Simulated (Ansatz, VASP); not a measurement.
**One calculation of Zr, two programs**

Contents of INCAR:

```
PREC = Accurate ; ENCUT = 520
EDIFF = 1E-7 ; ISMEAR = -1
SIGMA = 0.08 ; LREAL = F
LASPH = T ; NELM = 100
ALGO = Normal ; ISIF = 2
LWAVE = F ; LCHARG = F
GGA = PS ; NBANDS = 19
```

KPOINTS

```
Automatic mesh
0
Gamma
  13 13 7
```

Contents of POSCAR:

```
Zr
1.0
    3.2643182047      0.0000000000      0.0000000000
   -1.6321591023      2.8269824913      0.0000000000
    0.0000000000      0.0000000000      5.1470000000
Zr
2
Direct
    0.3333333333      0.6666666667      0.2500000000
    0.6666666667      0.3333333333      0.7500000000
```

Input for Ansatz:

```yaml
crystal:
  lattice:
    - [3.2643182047, 0.0, 0.0]
    - [-1.6321591023, 2.8269824913, 0.0]
    - [0.0, 0.0, 5.147]
  atoms:
    - { symbol: Zr, position: [0.3333333333, 0.6666666667, 0.25] }
    - { symbol: Zr, position: [0.6666666667, 0.3333333333, 0.75] }
kpoints:
  mp_grid: { grid: [13, 13, 7] }
  band_path:
    path:
      - [0.0, 0.0, 0.0]
      - [0.5, 0.0, 0.0]
      - [0.3333333333, 0.3333333333, 0.0]
      - [0.0, 0.0, 0.0]
      - [0.0, 0.0, 0.5]
      - [0.5, 0.0, 0.5]
      - [0.3333333333, 0.3333333333, 0.5]
      - [0.0, 0.0, 0.5]
      - [0.5, 0.0, 0.5]
    npoints: 5
scf:
  occupations: { method: fermi_dirac, width: 0.08 }
hamiltonian:
  xc: pbesol
  pseudopotentials: { kind: all_electron, lapw: { basis_error: 0.001 } }
output:
  forces: true
  stress: true
  eigenvalues: true
```

Change from the starting cell: equal xx and yy strain of +1 %.

Alike in both runs: task single point; functional PBEsol; k mesh 13 × 13 × 7; occupations fermi-dirac, width 0.08 eV; no spin polarisation.

|  | VASP | Ansatz |
| --- | --- | --- |
| version | VASP 6.6.1 | Ansatz 0.2.0 |
| potentials or method | VASP PAW PBE potentials, release 64 (Zr_sv) | all-electron LAPW, scalar-relativistic |
| plane-wave cutoff (eV) | 520 | see its input |

|  | VASP | Ansatz | Ansatz less VASP |
| --- | --- | --- | --- |
| pressure (GPa) | -4.9 | -4.9 | -0.03 |
| largest component of the traceless stress (GPa) | 0.89 | 0.88 | -0.003 |

Ansatz ran all-electron here, so the differences hold the error of VASP's frozen core and of both bases.

Caveats: the PAW data sets were made with another functional, which shifts forces and pressure a little (VASP).
